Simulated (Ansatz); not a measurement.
Runs of Ansatz 0.2.0 on TaAs. The structure is tetragonal, space group I4_1md (No. 109). Conventional cell: a = 3.444 Å, b = 3.444 Å, c = 11.736 Å, α = 90.00°, β = 90.00°, γ = 90.00°. Ta (site symmetry 2mm) is surrounded by 6 As at 2.61 to 2.62 Å. Around As (site symmetry 2mm) lie 6 Ta at 2.61 to 2.62 Å. The cell is a database's computed one.

```csv
potentials or basis,cutoff (eV),gap on the mesh (eV),pressure (GPa),largest force (eV/Å)
Ansatz NC,1143,none,2.2,0.03
PseudoDojo standard (PBE files),1143,none,2.4,0.02
JTH PAW,1350,none,2.2,0.03
Ansatz PAW,420,none,2.1,0.03
SPMS NC,816,none,2.4,0.03
Ansatz PAW earlier set,550,none,2.2,0.03
PseudoDojo stringent (PBE files),1796,none,(a),0.02
Ansatz PAW earlier set,640,none,2.2,0.03
```

Alike in all rows: task band structure; level PBE; no spin polarisation; cell as given; k mesh 11 × 11 × 11; smearing fermi-dirac 0.05 eV.

Task: Estimate the missing entries.

Result: (a) 2.0.

Caveats: spin-orbit coupling is left out, which moves the levels of the heavy elements.

A k mesh can miss the band edges, and the runs leave out spin-orbit coupling on As, Ta.

A gap of «none» marks a metal or a gap under the smearing width.

The runs don't all hold the same shells in valence.
